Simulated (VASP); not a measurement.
## Si2Ni under changes of volume

One of the cells (13.429 Å³/atom); the others are scaled copies at fixed shape and fractional positions:

```
Ni Si
1.0
     0.00000    2.72090    2.72090
     2.72090    0.00000    2.72090
     2.72090    2.72090    0.00000
Ni Si
1 2
Direct
  0.00000 0.00000 0.00000
  0.75000 0.75000 0.75000
  0.25000 0.25000 0.25000
```

* Program: VASP 6.6.1
* Functional: PBEsol
* Potentials or basis: VASP PAW PBE potentials, release 64 (Ni, Si)
* Cutoff: 520 eV
* k mesh: 9 × 9 × 9
* Occupations: fermi-dirac, width 0.05 eV
* Spin: collinear spin, ferromagnetic start
* Starting moments: [1.0, 0.0, 0.0] μB

```csv
volume (Å³/atom),energy over the lowest point (meV/atom),pressure (GPa)
12.376,19.87,9.8
12.639,6.96,5.9
12.902,0.00,2.4
13.429,1.94,-3.7
13.692,9.98,-6.3
13.956,?,?
```

**Question.** What does the run at 13.956 Å³/atom give?

**Answer.** Energy over the lowest point 22.19 meV/atom; pressure -8.7 GPa.

Worked out: A Birch-Murnaghan fit of order 3 (a polynomial in V^(-2/3)) to the other rows has its minimum at 13.11 Å³/atom with B0 = V·E''(V) = 154 GPa and B' = 3.4. It gives 22.25 meV/atom at 13.956 Å³/atom, against the run's 22.19, and -dE/dV = -8.7 GPa, against -8.7.

Energies are extrapolated to zero smearing.

Caveats: the PAW data sets were made with another functional, which shifts forces and pressure a little.
